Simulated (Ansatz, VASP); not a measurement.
# One calculation of Cu, two programs

The input INCAR:

```
PREC = Accurate
ENCUT = 520
EDIFF = 1E-7
ISMEAR = -1
SIGMA = 0.1
LREAL = F
LASPH = T
NELM = 60
ALGO = Normal
ISIF = 2
LWAVE = F
LCHARG = T
GGA = PS
LELF = T
LVHAR = T
NBANDS = 12
```

The input KPOINTS:

```
Automatic mesh
0
Gamma
  18 18 18
```

The input POSCAR:

```
Cu
1.0
    0.0000000000      1.5355995949      1.5355995949
    1.5355995949      0.0000000000      1.5355995949
    1.5355995949      1.5355995949      0.0000000000
Cu
1
Direct
    0.0000000000      0.0000000000      0.0000000000
```

Input for Ansatz:

```yaml
crystal:
  lattice:
    - [0.0, 1.5355995949, 1.5355995949]
    - [1.5355995949, 0.0, 1.5355995949]
    - [1.5355995949, 1.5355995949, 0.0]
  atoms:
    - { symbol: Cu, position: [0.0, 0.0, 0.0] }
kpoints:
  mp_grid: { grid: [18, 18, 18] }
scf:
  occupations: { method: fermi_dirac, width: 0.1 }
hamiltonian:
  xc: pbesol
  pseudopotentials: { kind: all_electron, lapw: { basis_error: 0.001 } }
output:
  forces: true
  stress: true
  eigenvalues: true
  populations: true
```

Change from the starting cell: volume scaled by 0.64, LAPW.

Alike in both runs: task single point; functional PBEsol; k mesh 18 × 18 × 18; occupations fermi-dirac, width 0.1 eV; no spin polarisation.

|  | VASP | Ansatz |
| --- | --- | --- |
| version | VASP 6.6.1 | Ansatz 0.2.0 |
| potentials or method | VASP PAW PBE potentials, release 64 (Cu) | all-electron LAPW, scalar-relativistic |
| plane-wave cutoff (eV) | 520 | see its input |

VASP gave:

- pressure (GPa): 226.8

Task: What did Ansatz give for the same quantities?

Result: Pressure (GPa): 225.1.

Ansatz ran all-electron here, so the differences hold the error of VASP's frozen core and of both bases.

Caveats: the cell as given lies far from equilibrium; so large a pressure means that the cell lies far from this level's equilibrium, or that cutoff or potentials fall short (VASP); the potentials were made for another functional, which shifts forces and pressure (VASP).
